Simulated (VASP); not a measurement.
# Sr (P1) in VASP: further runs

Runs on Sr. Level: LDA. Tasks: single point.

Everything below comes from runs of VASP 6.6.1. Logs are shortened: lines on timing, memory, paths and dates and some standing lists are left out, and cuts for length are marked.

### Step 1. The structure

The typed cell holds 4 atoms: a = 8.322 Å, b = 8.322 Å, c = 4.161 Å, α = 109.47°, β = 109.47°, γ = 109.47°.

This isn't the form of Sr at room conditions, which is fcc.

### Step 2. Single point, LDA

INCAR reads:

```
PREC = Accurate ; ENCUT = 520
EDIFF = 1E-6 ; ISMEAR = -1
SIGMA = 0.08 ; LREAL = False
LASPH = True ; NELM = 100
ALGO = Fast ; ISIF = 2
LWAVE = False ; LCHARG = False
NBANDS = 28
```

KPOINTS reads:

```
regular mesh
0
Gamma
  3 3 6
```

POSCAR reads:

```
Sr
1.0
   -4.8044273786      4.8044273786      4.8044273786
    4.8044273786     -4.8044273786      4.8044273786
    2.4022136893      2.4022136893     -2.4022136893
Sr
4
Direct
   -0.0092756111     -0.0108971363      0.0040681227
    0.0035867958      0.5014728729     -0.0000813833
    0.5024595669      0.0061842958     -0.0036156234
    0.5032291696      0.5032397848     -0.0003713242
```

Potentials or basis: VASP PAW LDA potentials, release 64 (Sr_sv).

Run with:

```console
> cat potpaw_LDA.64/Sr_sv/POTCAR > POTCAR
> mpirun -np 1 vasp_std > vasp.out
```

OUTCAR:

```text
PREC = Accurate
   ENCUT = 520
   EDIFF = 1E-6
   ISMEAR = -1
   LREAL = False
   LASPH = True
   NELM = 100
   ISIF = 2

 ion  position               nearest neighbor table
   1  0.991  0.989  0.004-   2 4.09   4 4.09   3 4.10   3 4.22   4 4.23   2 4.24   4 4.67   3 4.76
                             2 4.79   2 4.82   3 4.85   4 4.94
   2  0.004  0.501  1.000-   1 4.09   4 4.15   3 4.16   3 4.17   4 4.17   1 4.24   3 4.78   4 4.79
                             1 4.79   4 4.82   1 4.82   3 4.83
   3  0.502  0.006  0.996-   1 4.10   4 4.13   2 4.16   2 4.17   4 4.19   1 4.22   1 4.76   2 4.78
                             4 4.79   4 4.81   2 4.83   1 4.85
   4  0.503  0.503  1.000-   1 4.09   3 4.13   2 4.15   2 4.17   3 4.19   1 4.23   1 4.67   2 4.79
                             3 4.79   3 4.81   2 4.82   1 4.94

  LATTYP: Found a trigonal (rhomboedric) cell.
 ALAT       =     7.9672414737
 COS(alpha) =    -0.4545454545

  Lattice vectors:

 A1 = (  -2.4022136893,  -2.4022136893,  -7.2066410679)
 A2 = (  -2.4022136893,   7.2066410679,   2.4022136893)
 A3 = (   7.2066410679,  -2.4022136893,   2.4022136893)

Analysis of symmetry for initial positions (statically):
=====================================================================
 Subroutine PRICEL returns:
 Original cell was already a primitive cell.

 Routine SETGRP: Setting up the symmetry group for a
 trigonal (rhombohedral) supercell.

 Subroutine GETGRP returns: Found  1 space group operations
 (whereof  1 operations were pure point group operations)
 out of a pool of 12 trial point group operations.

The static configuration has the point symmetry C_1 .

Analysis of symmetry for dynamics (positions and initial velocities):
=====================================================================
 Subroutine PRICEL returns:
 Original cell was already a primitive cell.

 Routine SETGRP: Setting up the symmetry group for a
 trigonal (rhombohedral) supercell.

 Subroutine GETGRP returns: Found  1 space group operations
 (whereof  1 operations were pure point group operations)
 out of a pool of 12 trial point group operations.

The dynamic configuration has the point symmetry C_1 .

 Subroutine INISYM returns: Found  1 space group operations
 (whereof  1 operations are pure point group operations),
 and found     1 'primitive' translations

----------------------------------------------------------------------------------------

                                     Primitive cell

  volume of cell :     221.7966

  direct lattice vectors                    reciprocal lattice vectors
    -4.804427379  4.804427379  4.804427379     0.000000000  0.104070675  0.104070675
     4.804427379 -4.804427379  4.804427379     0.104070675  0.000000000  0.104070675
     2.402213689  2.402213689 -2.402213689     0.208141350  0.208141350  0.000000000

  length of vectors
     8.321512321  8.321512321  4.160756161     0.147178160  0.147178160  0.294356320

  position of ions in fractional coordinates (direct lattice)
     0.990724389  0.989102864  0.004068123
     0.003586796  0.501472873  0.999918617
     0.502459567  0.006184296  0.996384377
     0.503229170  0.503239785  0.999628676

  ion indices of the primitive-cell ions
   primitive index   ion index
                 1           1
                 2           2
                 3           3
                 4           4

----------------------------------------------------------------------------------------

 KPOINTS: regular mesh

Automatic generation of k-mesh.
 Grid dimensions read from file:
 generate k-points for:    3    3    6

 Generating k-lattice:

  Cartesian coordinates                     Fractional coordinates (reciprocal lattice)
     0.000000000  0.034690225  0.034690225     0.333333333  0.000000000  0.000000000
     0.034690225  0.000000000  0.034690225     0.000000000  0.333333333  0.000000000
     0.034690225  0.034690225  0.000000000     0.000000000  0.000000000  0.166666667

  Length of vectors
     0.049059387  0.049059387  0.049059387

  Shift w.r.t. Gamma in fractional coordinates (k-lattice)
     0.000000000  0.000000000  0.000000000

 -----------------------------------------------------------------------------
|                                                                             |
|           W    W    AA    RRRRR   N    N  II  N    N   GGGG   !!!           |
|           W    W   A  A   R    R  NN   N  II  NN   N  G    G  !!!           |
|           W    W  A    A  R    R  N N  N  II  N N  N  G       !!!           |
|           W WW W  AAAAAA  RRRRR   N  N N  II  N  N N  G  GGG   !            |
|           WW  WW  A    A  R   R   N   NN  II  N   NN  G    G                |
|           W    W  A    A  R    R  N    N  II  N    N   GGGG   !!!           |
|                                                                             |
|     Your reciprocal lattice and k-lattice belong to different lattice       |
|     classes:                                                                |
|                                                                             |
|        The reciprocal lattice is rhombohedral (trigonal),                   |
|        whereas your k-lattice is face-centered cubic.                       |
|                                                                             |
|     Results are often still useful ...                                      |
|                                                                             |
 -----------------------------------------------------------------------------

 Subroutine IBZKPT returns following result:
 ===========================================

 Found     28 irreducible k-points:

 Following reciprocal coordinates:
            Coordinates               Weight
  0.000000  0.000000  0.000000      1.000000
  0.333333  0.000000  0.000000      2.000000
 -0.333333  0.333333  0.000000      2.000000
  0.000000 -0.333333  0.000000      2.000000
  0.333333  0.333333  0.000000      2.000000
  0.000000  0.000000  0.166667      2.000000
[... 16 lines left out ...]
 -0.333333  0.333333 -0.333333      2.000000
  0.000000  0.000000  0.500000      1.000000
 [... further k-points ...]
   k-points           NKPTS =     28   k-points in BZ     NKDIM =     28   number of bands    NBANDS=     28
   number of dos      NEDOS =    301   number of ions     NIONS =      4
   total plane-waves  NPLWV = 131072
   dimension x,y,z NGX =    64 NGY =   64 NGZ =   32
   dimension x,y,z NGXF=   128 NGYF=  128 NGZF=   64
   ions per type =               4
   NGX,Y,Z   is equivalent  to a cutoff of  12.79, 12.79, 12.79 a.u.
   NGXF,Y,Z  is equivalent  to a cutoff of  25.57, 25.57, 25.57 a.u.
 SYSTEM =  unknown system
   PREC   = accura    normal or accurate (medium, high low for compatibility)
   ISTART =      0    job   : 0-new  1-cont  2-samecut
   ICHARG =      2    charge: 1-file 2-atom 10-const
   ISPIN  =      1    spin polarized calculation?
   LNONCOLLINEAR =      F non collinear calculations
   LSORBIT =      F    spin-orbit coupling
   LASPH  =      T    aspherical Exc in radial PAW
   ENCUT  =  520.0 eV  38.22 Ry    6.18 a.u.  15.47 15.47  7.74*2*pi/ulx,y,z
   NELM   =    100;   NELMIN=  2; NELMDL= -5     # of ELM steps
   EDIFF  = 0.1E-05   stopping-criterion for ELM
   LREAL  =      F    real-space projection
   EDIFFG = 0.1E-04   stopping-criterion for IOM
   NSW    =      0    number of steps for IOM
   IBRION =     -1    ionic relax: 0-MD 1-quasi-New 2-CG
   NFREE  =      0    steps in history (QN), initial steepest desc. (CG)
   ISIF   =      2    stress and relaxation
   ISYM   =      2    0-nonsym 1-usesym 2-fastsym
   POTIM  = 0.5000    time-step for ionic-motion
   TEBEG  =    0.0;   TEEND  =   0.0 temperature during run
   PSTRESS=    0.0 pullay stress
   NELECT =      40.0000    total number of electrons
   NUPDOWN=      -1.0000    fix difference up-down
   EMIN   =  10.00;   EMAX   =-10.00  energy-range for DOS
   EFERMI =   0.00;   METHOD = LEGACY
   ISMEAR =    -1;   SIGMA  =   0.08  broadening in eV -4-tet -1-fermi 0-gaus
   EFERMI_NEDOS =   21; number of points for ismear=-14 and -15
   IALGO  =     68    algorithm
   IMIX   =      4    mixing-type and parameters
     AMIX     =   0.40;   BMIX     =  1.00
     AMIX_MAG =   1.60;   BMIX_MAG =  1.00
  volume/ion in A,a.u.               =      55.45       374.19
  Fermi-wavevector in a.u.,A,eV,Ry     =   0.924932  1.747868 11.639776  0.855499
  Thomas-Fermi vector in A             =   2.050732
   LORBIT       =      0    0 simple, 1 ext, 2 COOP (PROOUT), +10 PAW based schemes
   GGA     = CA    functional components
   LHFCALC =     F    Hartree Fock is set to
   AEXX    =    0.0000 exact exchange contribution
   IVDW    =     0    specifies the selected vdW correction
   LEPSILON=     F    determine dielectric tensor
   LRPA    =     F    only Hartree local field effects (RPA)
 non-spin polarized calculation
 RMM-DIIS sequential band-by-band and
  energy-cutoff  :      520.00
  volume of cell :      221.80
 maximum number of plane-waves:      6005
 NGX is ok and might be reduce to    64
   NGX = 31   NGY = 31   NGZ = 15

 number of electron      40.0000000 magnetization

 Free energy of the ion-electron system (eV)
  ---------------------------------------------------
  ext. energy  EPLUGINS =         0.00000000
  ---------------------------------------------------
  free energy    TOTEN  =        -7.44780795 eV

  energy without entropy =       -7.32853031  energy(sigma->0) =       -7.38816913

 E-fermi :   1.4034     XC(G=0):  -7.5296

 val. band max:        1.3804014032   @ k =   0.0000   0.0000   0.3333
 cond. band min:       1.5367864807   @ k =   0.3333   0.3333   0.0000
 fundamental gap:      0.1563850775
 Fermi energy:         1.4033504872

 k-point     1 :       0.0000    0.0000    0.0000
  band No.  band energies     occupation
      1     -35.0813      2.00000
      2     -35.0671      2.00000
      3     -35.0659      2.00000
      4     -35.0645      2.00000
      5     -17.2629      2.00000
      6     -17.2621      2.00000
[... 20 lines left out ...]
     27       3.6359      0.00000
     28       3.6483      0.00000
[... 683 lines left out ...]
 k-point    24 :       0.0000    0.0000    0.5000
  band No.  band energies     occupation
      1     -35.0671      2.00000
      2     -35.0662      2.00000
      3     -35.0647      2.00000
      4     -35.0540      2.00000
      5     -17.2622      2.00000
      6     -17.2618      2.00000
[... 20 lines left out ...]
     27       2.5385      0.00000
     28       4.8853      0.00000

 [... further k-points ...]

------------------------ aborting loop because EDIFF is reached ----------------------------------------

  FORCE on cell =-STRESS in cart. coord.  units (eV):
  Direction    XX          YY          ZZ          XY          YZ          ZX
  --------------------------------------------------------------------------------------
  -------------------------------------------------------------------------------------
  Total       -2.2504649     -2.2433340     -2.2540462     -0.0085996     -0.0008320      0.0070902
  in kB      -16.2565329    -16.2050220    -16.2824027     -0.0621204     -0.0060101      0.0512173
  external PRESSURE =     -16.2479859 kB  Pullay stress =       0.0000000 kB

 VOLUME and BASIS-vectors are now :
 -----------------------------------------------------------------------------
  energy-cutoff  :      520.00
  volume of cell :      221.80
      direct lattice vectors                 reciprocal lattice vectors
    -4.804427379  4.804427379  4.804427379     0.000000000  0.104070675  0.104070675
     4.804427379 -4.804427379  4.804427379     0.104070675  0.000000000  0.104070675
     2.402213689  2.402213689 -2.402213689     0.208141350  0.208141350  0.000000000

 POSITION                                       TOTAL-FORCE (eV/Angst)
 -----------------------------------------------------------------------------------
      0.00198      0.01756      9.50216         0.036688      0.023384      0.122319
      4.79408      0.00996      0.02450        -0.022960      0.027197     -0.053354
      0.00921      4.77785      0.05021         0.007266     -0.008727     -0.066903
      2.40137      2.40127      2.43419        -0.020993     -0.041853     -0.002062
 -----------------------------------------------------------------------------------
    total drift:                               -0.000020      0.000068     -0.000198

  FREE ENERGIE OF THE ION-ELECTRON SYSTEM (eV)
  ---------------------------------------------------
  free  energy   TOTEN  =        -7.4478079517 eV

  energy  without entropy=       -7.3285303095  energy(sigma->0) =       -7.38816913
```

Wall time 2.3 min (1 thread of AMD EPYC 9R45 (Zen 5), shared host); peak memory 0.31 GiB.

What came out:

- Free energy: -7.4478 eV
- Pressure: -1.6 GPa
- Largest force: 0.130 eV/Å
- Band gap on the k mesh: none (metal or under the smearing width)

Forces on the atoms (eV/Å):
```
Sr   0.037  0.023  0.122
Sr  -0.023  0.027 -0.053
Sr   0.007 -0.009 -0.067
Sr  -0.021 -0.042 -0.002
```

### Step 3. Single point, LDA

INCAR reads:

```
ALGO     = Fast           # electronic algorithm
EDIFF    = 1E-6           # SCF threshold, eV
ENCUT    = 520            # plane-wave cutoff, eV
ISIF     = 2              # what is computed and relaxed
ISMEAR   = -1             # smearing method
LASPH    = T              # aspherical terms in the spheres
LCHARG   = F              # write CHGCAR
LREAL    = F              # projectors in reciprocal space
LWAVE    = F              # write WAVECAR
NBANDS   = 28             # bands
NELM     = 100            # most SCF steps
PREC     = Accurate       # precision mode
SIGMA    = 0.08           # smearing width, eV
```

KPOINTS reads:

```
k-points
0
Gamma
  3 3 6
```

POSCAR reads:

```
Sr
1.0
   -4.8044273786      4.8044273786      4.8044273786
    4.8044273786     -4.8044273786      4.8044273786
    2.4022136893      2.4022136893     -2.4022136893
Sr
4
Direct
   -0.0178892287     -0.0210713977      0.0086851141
    0.0070564080      0.5025990216     -0.0001238441
    0.5045758441      0.0120989445     -0.0072460248
    0.5062568977      0.5063733528     -0.0013152452
```

Potentials or basis: VASP PAW LDA potentials, release 64 (Sr_sv).

Run with:

```console
> cat potpaw_LDA.64/Sr_sv/POTCAR > POTCAR
> mpirun -np 1 vasp_std > vasp.out
```

It took 2.7 min on 1 thread of AMD EPYC 9R45 (Zen 5), shared host; peak memory 0.31 GiB.

Results (log left out):

* Free energy: -7.4255 eV
* Pressure: -1.6 GPa
* Largest force: 0.249 eV/Å
* Band gap on the k mesh: none (metal or under the smearing width)

Forces on the atoms (eV/Å):
```
Sr   0.071  0.044  0.235
Sr  -0.044  0.051 -0.102
Sr   0.013 -0.016 -0.127
Sr  -0.040 -0.080 -0.006
```

Levels at points of the mesh, in eV from the Fermi level:
```
           k point  band 17  band 18  band 19  band 20  band 21  band 22  band 23  band 24
(0.00, 0.00, 0.00)    -3.65    -1.05    -1.05    -1.04     0.25     0.26     0.27     1.12
(0.00, 0.00, 0.50)    -1.05    -1.05    -1.04    -0.16    -0.13     0.26     0.26     0.27
```

### Step 4. Single point, LDA

INCAR reads:

```
PREC = Accurate ; ENCUT = 520
EDIFF = 1E-7 ; ISMEAR = -1
SIGMA = 0.08 ; LREAL = F
LASPH = T ; NELM = 100
ALGO = Fast ; ISIF = 2
LWAVE = F ; LCHARG = F
NBANDS = 28
```

KPOINTS reads:

```
Automatic mesh
0
Gamma
  3 3 6
```

POSCAR reads:

```
Sr
1.0
   -4.8044273786      4.8044273786      4.8044273786
    4.8044273786     -4.8044273786      4.8044273786
    2.4022136893      2.4022136893     -2.4022136893
Sr
4
Direct
   -0.0252369305     -0.0298580848      0.0143538438
    0.0102998747      0.5030641135     -0.0000978264
    0.5060457383      0.0174977148     -0.0109076474
    0.5088914469      0.5092962818     -0.0033481618
```

Run with:

```console
> cat potpaw_LDA.64/Sr_sv/POTCAR > POTCAR
> mpirun -np 1 vasp_std > vasp.out
```

Wall time 3.7 min (1 thread of AMD EPYC 9R45 (Zen 5), shared host); peak memory 0.31 GiB.

The run converged. Its results:

| Property | Result |
| --- | --- |
| Free energy | -7.3956 eV |
| Pressure | -1.5 GPa |
| Largest force | 0.349 eV/Å |
| Band gap on the k mesh | none (metal or under the smearing width) |

Forces in eV/Å, atoms in the order of the input:
```
Sr   0.100  0.060  0.329
Sr  -0.060  0.070 -0.141
Sr   0.015 -0.020 -0.174
Sr  -0.054 -0.110 -0.014
```

Levels at points of the mesh, in eV from the Fermi level:
| k point | band 16 | band 17 | band 18 | band 19 | band 20 | band 21 | band 22 | band 23 | band 24 | band 25 |
| --- | --- | --- | --- | --- | --- | --- | --- | --- | --- | --- |
| (0.00, 0.00, 0.00) | -18.45 | -3.65 | -1.05 | -1.04 | -1.04 | 0.24 | 0.26 | 0.27 | 1.11 | 1.13 |
| (0.00, 0.00, 0.50) | -18.46 | -1.05 | -1.04 | -1.03 | -0.17 | -0.12 | 0.25 | 0.25 | 0.27 | 1.10 |
